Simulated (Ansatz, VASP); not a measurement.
**PbSe (Clausthalite) in VASP and in Ansatz**

```xyz
2
Lattice="0.0000 3.0606 3.0606 3.0606 0.0000 3.0606 3.0606 3.0606 0.0000" Properties=species:S:1:pos:R:3 pbc="T T T"
Pb    0.0000    0.0000    0.0000
Se    3.0606    3.0606    3.0606
```

Alike in both runs: task relaxation of cell and atoms; functional PBEsol; k mesh 8 × 8 × 8; occupations fermi-dirac, width 0.05 eV; no spin polarisation.

|  | VASP | Ansatz |
| --- | --- | --- |
| version | VASP 6.6.1 | Ansatz 0.2.0 |
| potentials or method | VASP PAW PBE potentials, release 64 (Pb_d, Se) | Ansatz PAW |
| plane-wave cutoff (eV) | 600 | 420 |
| valence electrons in the cell | 20 | 30 |

Ansatz gave:

```
relaxed volume (Å³/atom)                                     : 28.40
relaxed cell length with the largest relative difference (Å) : 4.315
```

**Question.** What did VASP give for the same quantities?

**Answer.** Relaxed volume (Å³/atom): 28.42; relaxed cell length with the largest relative difference (Å): 4.316.

The two sets of potentials don't hold the same shells in valence.

Caveats: the PAW data sets were made with another functional, which shifts forces and pressure a little (VASP); the plane-wave basis is chosen anew once the cell has moved, so the energies of steps on either side of that aren't comparable (Ansatz); the PAW data sets come from PBE, with cores solved anew for the run's functional, which leaves a small shift of forces and pressure (Ansatz). A k mesh can miss the band edges.
